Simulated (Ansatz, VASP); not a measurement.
# One calculation of AlGa3N4, two programs

```
CELL_PARAMETERS angstrom
4.45629 0.00000 0.00000
0.00000 4.45629 0.00000
0.00000 0.00000 4.45629
ATOMIC_POSITIONS crystal
Al 0.00000 0.00000 0.00000
Ga 0.50000 0.50000 0.00000
Ga 0.50000 0.00000 0.50000
Ga 0.00000 0.50000 0.50000
N 0.75480 0.75480 0.24520
N 0.75480 0.24520 0.75480
N 0.24520 0.75480 0.75480
N 0.24520 0.24520 0.24520
```

Alike in both runs: functional LDA; k mesh 6 × 6 × 6; no spin polarisation.

Ansatz relaxed the structure, and its values are those at the end. VASP's run is a single point on that final structure, the one shown.

|  | VASP | Ansatz |
| --- | --- | --- |
| version | VASP 6.6.1 | Ansatz 0.2.0 |
| potentials or method | VASP PAW LDA potentials, release 64 (Al, Ga_d, N) | scalar-relativistic, plane waves, PAW |
| plane-wave cutoff (eV) | 520 | 420 |
| occupations | gaussian, width 0.01 eV | fixed |
| valence electrons in the cell | 62 | 62 |

```tsv
	VASP	Ansatz	Ansatz less VASP
gap on the k mesh at the Fermi level (eV)	2.43	2.42	-0.015
least direct gap on the mesh (eV)	2.43	2.42	-0.015
pressure (GPa)	-2.9	-3.9	-0.98
rms of the force components (eV/Å)	0.011	0.000	-0.0110
```

Ansatz warned: «stress_scf_threshold_loose».
